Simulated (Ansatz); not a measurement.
## SnSe2 under changes of volume

One of the cells (25.726 Å³/atom); the others are scaled copies at fixed shape and fractional positions:

```
CELL_PARAMETERS angstrom
3.81100 0.00000 0.00000
-1.90550 3.30042 0.00000
0.00000 0.00000 6.13600
ATOMIC_POSITIONS crystal
Sn 0.00000 0.00000 0.00000
Se 0.66667 0.33333 0.75100
Se 0.33333 0.66667 0.24900
```

* Program: Ansatz 0.2.0
* Functional: PBE
* Dispersion: D4
* Potentials or basis: Ansatz PAW
* Cutoff: 420 eV (not typed: the program's choice for these potentials)
* k mesh: 8 × 8 × 5
* Occupations: fermi-dirac, width 0.05 eV
* Spin: no spin polarisation

| volume (Å³/atom) | energy over the lowest point (meV/atom) | pressure (GPa) | gap on the mesh (eV) | largest force (eV/Å) |
| --- | --- | --- | --- | --- |
| 24.182 | 66.59 | 8.7 | 0.89 | 1.487 |
| 24.697 | 42.01 | 6.6 | 0.86 | 1.239 |
| 25.212 | ? | ? | ? | ? |
| 25.726 | 10.95 | 3.2 | 0.81 | 0.799 |
| 26.241 | 3.23 | 1.7 | 0.78 | 0.604 |
| 26.755 | 0.00 | 0.4 | 0.76 | 0.424 |
| 27.270 | 0.80 | -0.8 | 0.73 | 0.258 |

Question: What does the run at 25.212 Å³/atom give?

Answer: Energy over the lowest point 23.68 meV/atom; pressure 4.8 GPa; gap on the mesh 0.84 eV; largest force 1.010 eV/Å.

Worked out: A Birch-Murnaghan fit of order 3 (a polynomial in V^(-2/3)) to the other rows has its minimum at 26.90 Å³/atom with B0 = V·E''(V) = 64 GPa and B' = 4.7 at fixed shape and positions, which overstates the stiffness. It gives 23.67 meV/atom at 25.212 Å³/atom, against the run's 23.68, and -dE/dV = 4.8 GPa, against 4.8. A straight line through the other rows of the gap, of slope -1.31 eV per unit of ln V, gives 0.83 eV, against the run's 0.84.

Energies are extrapolated to zero smearing.

Caveats: odd divisions of the mesh miss points on the zone boundary, where band edges often lie, so the gap on the mesh can be too wide; spin-orbit coupling is left out, which moves the levels of the heavy elements; forces of over 1 eV/Å show positions far from the minimum, so gaps and moduli don't describe the material at rest (some runs).

A mesh can miss the band edges.
